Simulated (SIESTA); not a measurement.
The system is HgTe.

```
Hg Te
1.0
    -3.04560    3.04560    1.55941
     3.04560   -3.04560    1.55941
     3.04560    3.04560   -1.55941
Hg Te
1 1
Direct
  0.75000 0.25000 0.50000
  0.00000 0.00000 0.00000
```

Measurements of this composition are mostly on another form, of space group No. 216.

Base run:

- Program: SIESTA 5.4.2
- Functional: LDA
- Potentials or basis: PseudoDojo 0.4 standard (LDA files)
- Basis: DZP (energy shift 0.003 Ry; two zetas on semicore shells)
- Grid cutoff: 800 Ry
- Energy shift: 0.003 Ry
- k mesh: 10 × 10 × 10
- Occupations: fermi-dirac, width 0.05 eV
- Spin: no spin polarisation

Its results: band gap on the k mesh none (metal or under the smearing width); pressure -6.0 GPa.

Q: The run is repeated on the same cell with these changes: functional from LDA to PBEsol; potentials or basis from PseudoDojo 0.4 standard (LDA files) to PseudoDojo 0.4 standard (PBEsol files). What comes out?

A: Band gap on the k mesh none (metal or under the smearing width); pressure -4.5 GPa.

Caveats: short orbitals over semicore shells can move pressures by several GPa; the valence orbitals were made in a potential fitted to the semicore shell under them, which widens gaps by tenths of an eV or more; the basis of atomic orbitals isn't converged, which shifts pressures, moduli and gaps; the basis holds too few empty states to meet the f-sum rule, so the spectrum is short of weight at high energy (some runs).

Not every run made on this cell is shown here.
